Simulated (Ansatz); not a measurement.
Computed with DFT PBE, scalar-relativistic, plane waves, PAW in Ansatz 0.2.0.

Cutoff 420 eV; k points 16×16×8 on the computed 2-atom cell (Γ-centred); Gaussian smearing, width 0.10 eV; no spin polarisation.

Structure with the computed forces (eV/Å) in the last three columns:

```xyz
2
Lattice="2.8155 0.0000 0.0000 -0.0130 2.8202 0.0000 -1.1379 -1.1854 4.9240" Properties=species:S:1:pos:R:3:forces:R:3 pbc="T T T" pressure_GPa=-0.31
Au    0.0907    0.0815    3.5746   -0.0600    0.0300    0.2750
Au    1.4550    1.6334    1.3932    0.0600   -0.0300   -0.2750
```

Stress tensor (GPa, compression positive):

```
-0.51  0.08 -0.13
 0.08 -0.69  1.14
-0.13  1.14  0.27
```

Spin–orbit coupling is left out, which can shift energies with elements as heavy as these.

This form isn't the element's structure at ambient conditions.